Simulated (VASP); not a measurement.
Results of a VASP single-point calculation on NaCl (strained CsCl)

POSCAR

```
Na Cl
 1.0000000000000000
     3.4944705942000001   -0.1197169445000000   -0.1197169445000000
    -0.1197169445000000    3.4944705942000001   -0.1197169445000000
    -0.1197169445000000   -0.1197169445000000    3.4944705942000001
 Na  Cl
   1   1
Cartesian
  0.0000000000000000  0.0000000000000000  0.0000000000000000
  1.6275183526000006  1.6275183526000003  1.6275183526000003
```

```
gap between bands v and c : 4.91 eV
least direct gap          : 5.29 eV
```

Band v is the last that the valence electrons fill when counted band by band, and c is the next. Levels in eV from the top of v:

| point | v−1 | v | c | c+1 |
| --- | --- | --- | --- | --- |
| Γ | -0.38 | -0.38 | 4.91 | 9.27 |
| X | -0.37 | -0.15 | 7.73 | 9.67 |
| M | -2.20 | 0.00 | 6.35 | 10.57 |
| R | -1.93 | -1.80 | 7.50 | 7.50 |

**Question.** Which of these levels of theory gave these results?
A. PBE0
B. PBE with spin–orbit coupling
C. r²SCAN
D. PBE
E. LDA
F. PBEsol
G. HSE06

**Answer.** C.

The INCAR was:

```
ENCUT = 520
NBANDS = 14
ISIF = 2
LASPH = .TRUE.
ISMEAR = 0
NELM = 120
LREAL = .FALSE.
EDIFF = 1E-7
LCHARG = .FALSE.
LWAVE = .FALSE.
SIGMA = 0.01
METAGGA = R2SCAN
ALGO = Normal
NSW = 0
PREC = Accurate
IBRION = -1
```
